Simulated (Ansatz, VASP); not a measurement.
# One calculation of C, two programs

File INCAR:

```
SYSTEM = C
ALGO     = Normal         ! electronic algorithm
EDIFF    = 1E-7           ! SCF threshold, eV
ENCUT    = 520            ! plane-wave cutoff, eV
GGA      = PS             ! functional
ISIF     = 2              ! what is computed and relaxed
ISMEAR   = 0              ! smearing method
LASPH    = .True.         ! aspherical terms in the spheres
LCHARG   = .False.        ! write CHGCAR
LREAL    = .False.        ! projectors in reciprocal space
LWAVE    = .False.        ! write WAVECAR
NBANDS   = 11             ! bands
NELM     = 100            ! most SCF steps
PREC     = Accurate       ! precision mode
SIGMA    = 0.02           ! smearing width, eV
```

The input KPOINTS:

```
k-points
0
Gamma
  14 14 14
  0 0 0
```

POSCAR

```
C
1.0
    0.0000000000      2.0190547500      3.2896778400
    1.2966574800      0.0000000000      3.2896778400
    1.2966574800      2.0190547500      0.0000000000
C
2
Direct
    0.2254382181      0.7745617819      0.2254382181
    0.7745617819      0.2254382181      0.7745617819
```

Input for Ansatz:

```yaml
crystal:
  lattice:
    - [0.0, 2.01905475, 3.28967784]
    - [1.29665748, 0.0, 3.28967784]
    - [1.29665748, 2.01905475, 0.0]
  atoms:
    - { symbol: C, position: [0.2254382181, 0.7745617819, 0.2254382181] }
    - { symbol: C, position: [0.7745617819, 0.2254382181, 0.7745617819] }
basis:
  ecutwfc: 420
kpoints:
  mp_grid: { grid: [14, 14, 14] }
hamiltonian:
  xc: pbesol
scf:
  occupations: { method: gaussian, width: 0.02 }
output:
  forces: true
  stress: true
  eigenvalues: true
```

Alike in both runs: task single point; functional PBEsol; k mesh 14 × 14 × 14; occupations gaussian, width 0.02 eV; no spin polarisation.

```csv
,VASP,Ansatz
version,VASP 6.6.1,Ansatz 0.2.0
potentials or method,"VASP PAW PBE potentials, release 64 (C)","scalar-relativistic, plane waves, PAW"
plane-wave cutoff (eV),520,420
valence electrons in the cell,8,8
```

VASP gave:

| Quantity | Value |
| --- | --- |
| gap on the k mesh at the Fermi level (eV) | none |
| pressure (GPa) | 22.1 |
| largest component of the traceless stress (GPa) | 32.61 |
| rms of the force components (eV/Å) | 3.805 |

**Question.** Estimate Ansatz's values.

**Answer.** gap on the k mesh at the Fermi level (eV): none; pressure (GPa): 21.9; largest component of the traceless stress (GPa): 32.59; rms of the force components (eV/Å): 3.815.

Atom by atom the forces differ by 0.010 eV/Å (rms over components). A gap of «none» marks a metal or a gap that the smearing closes. The functional is the same, so the differences come from potentials, cutoffs and numerics.

Caveats: so large a pressure means that the cell lies far from this level's equilibrium, or that cutoff or potentials fall short (VASP); the potentials were made for another functional, which shifts forces and pressure (VASP).
